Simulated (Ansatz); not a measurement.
## PbSe, space group Pnma: a dry run that shows the plan

Computed with the Python package of Ansatz (0.2.0).

`pbse_plan.py`
```python
import logging
import sys
import warnings

import ansatz as az

logging.basicConfig(stream=sys.stdout, format="[%(levelname)s] %(message)s")
logger = logging.getLogger("ansatz_job")
logger.setLevel(logging.INFO)

FUNCTIONAL = "r2SCAN"
KGRID = (2, 4, 4)

warnings.simplefilter("ignore", az.DeckWarning)

crystal = (
    az.Lattice.orthorhombic(13.219818, 4.456451, 4.415184)
    .space_group(62, hermann_mauguin="Pnma")
    .atom("Pb", [0.859581, 0.75, 0.910286])
    .atom("Se", [0.642306, 0.75, 0.951754])
)

calc = crystal.calculation()
calc = calc.functional(FUNCTIONAL)
calc = calc.kpoints(*KGRID)
calc = calc.occupations(az.OccupationsMethod.FIXED)
session = calc.session()
print("features:", ", ".join(session.active_features))
print("SCF threshold (eV):", session.dr2_threshold)
planned = session.plan(dry_run=True)
told = planned.describe()
for name in ("ecut_ev", "ecutrho_ev", "n_bands", "nominal_top_band", "n_pw_range", "fft_dense", "fft_smooth", "n_sym_ops", "cell_volume_ang3"):
    logger.info(f"{name:18s} {told[name]}")
for notice in planned.prep()["deck_notices"]:
    print("resolved:", notice["kind"])
```

```console
$ python pbse_plan.py
features: FinerXcGrid, AnyPaw, Paw, Mgga, R2scan, GeneratedGeometry, StepOccupations
SCF threshold (eV): 1e-07
[INFO] ecut_ev            500.0
[INFO] ecutrho_ev         2000.0
[INFO] n_bands            72
[INFO] nominal_top_band   60
[INFO] n_pw_range         [6549, 6664]
[INFO] fft_dense          [100, 36, 36]
[INFO] fft_smooth         [100, 36, 36]
[INFO] n_sym_ops          8
[INFO] cell_volume_ang3   260.1138151879188
resolved: crystallographic_orbits
resolved: space_group_sites
resolved: cutoff_auto_derived
resolved: cutoff_auto_derived
resolved: n_bands_auto_derived
resolved: mixing_algorithm_auto_resolved
resolved: check_enabled
```

The structure comes from a database and needn't be a stable phase.
